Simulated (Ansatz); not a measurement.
# Structure optimisation: boron, alpha-rhombohedral (B12)

Theory: Ansatz, DFT, PBE, plane waves (420 eV) with PAW, scalar-relativistic.

k-point mesh 4×4×4, Fermi-Dirac smearing 0.05 eV, no spin polarisation. Cell and atoms relax.

Starting structure:

```
B
1.0
     2.45400    1.41682    4.18900
    -2.45400    1.41682    4.18900
     0.00000   -2.83364    4.18900
B
12
Cartesian
  -1.5875 0.9165 2.8406
  0.0000 -1.8331 2.8406
  1.5875 0.9165 2.8406
  1.5875 -0.9165 9.7264
  -1.5875 -0.9165 9.7264
  0.0000 1.8331 9.7264
  -1.0103 0.5833 4.4969
  0.0000 -1.1666 4.4969
  1.0103 0.5833 4.4969
  1.0103 -0.5833 8.0701
  -1.0103 -0.5833 8.0701
  0.0000 1.1666 8.0701
```

Problem. The pressure at the start is -0.3 GPa. By how much does the volume change?

Solution. From 7.28 to 7.24 Å³ per atom, -0.5 %. The final cell has a = 4.899 Å, c = 12.545 Å (c/a = 2.561).

Problem. How much energy does the relaxation gain?

Solution. 4.0 meV per atom.
